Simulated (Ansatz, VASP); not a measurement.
SiO2: VASP beside Ansatz

File INCAR:

```
SYSTEM = SiO2
PREC = Accurate
ENCUT = 520
EDIFF = 1E-7
ISMEAR = 0
SIGMA = 0.05
LREAL = .False.
LASPH = .True.
NELM = 100
ALGO = Normal
ISIF = 2
LWAVE = .False.
LCHARG = .False.
GGA = CA
NBANDS = 34
```

File KPOINTS:

```
Automatic mesh
0
Gamma
  6 6 4
  0 0 0
```

The input POSCAR:

```
SiO2
1.0
    4.9631179215      0.0000000000      0.0000000000
   -2.4815589607      4.2981862020      0.0000000000
    0.0000000000      0.0000000000      5.5248549769
Si O
3 6
Direct
    0.0000000000      0.5000000000      0.3333333333
    0.5000000000      0.5000000000      0.6666666667
    0.5000000000      0.0000000000      0.0000000000
    0.5843949018      0.7921974509      0.8333333333
    0.7921974509      0.5843949018      0.5000000000
    0.7921974509      0.2078025491      0.1666666667
    0.4156050982      0.2078025491      0.8333333333
    0.2078025491      0.4156050982      0.5000000000
    0.2078025491      0.7921974509      0.1666666667
```

Input for Ansatz:

```yaml
crystal:
  lattice:
    - [4.9631179215, 0.0, 0.0]
    - [-2.4815589607, 4.298186202, 0.0]
    - [0.0, 0.0, 5.5248549769]
  atoms:
    - { symbol: Si, position: [0.0, 0.5, 0.3333333333] }
    - { symbol: Si, position: [0.5, 0.5, 0.6666666667] }
    - { symbol: Si, position: [0.5, 0.0, 0.0] }
    - { symbol: O, position: [0.5843949018, 0.7921974509, 0.8333333333] }
    - { symbol: O, position: [0.7921974509, 0.5843949018, 0.5] }
    - { symbol: O, position: [0.7921974509, 0.2078025491, 0.1666666667] }
    - { symbol: O, position: [0.4156050982, 0.2078025491, 0.8333333333] }
    - { symbol: O, position: [0.2078025491, 0.4156050982, 0.5] }
    - { symbol: O, position: [0.2078025491, 0.7921974509, 0.1666666667] }
basis:
  ecutwfc: 420
kpoints:
  mp_grid: { grid: [6, 6, 4] }
hamiltonian:
  xc: lda
scf:
  occupations: { method: gaussian, width: 0.05 }
output:
  forces: true
  stress: true
  eigenvalues: true
```

Change from the starting cell: strain -0.0150 x Voigt [1, 1, 0, 0, 0, 0], atoms carried along.

Alike in both runs: task single point; functional LDA; k mesh 6 × 6 × 4; occupations gaussian, width 0.05 eV; no spin polarisation.

|  | VASP | Ansatz |
| --- | --- | --- |
| version | VASP 6.6.1 | Ansatz 0.2.0 |
| potentials or method | VASP PAW LDA potentials, release 64 (Si, O) | scalar-relativistic, plane waves, PAW |
| plane-wave cutoff (eV) | 520 | 420 |
| valence electrons in the cell | 48 | 48 |

```csv
,VASP,Ansatz,Ansatz less VASP
gap on the k mesh at the Fermi level (eV),5.61,5.62,+0.004
least direct gap on the mesh (eV),5.78,5.78,0.000
pressure (GPa),6.7,6.0,-0.66
largest component of the traceless stress (GPa),0.55,0.61,+0.057
rms of the force components (eV/Å),0.132,0.128,-0.0038
```

Atom by atom the forces differ by 0.004 eV/Å (rms over components).

A k mesh can miss the band edges.
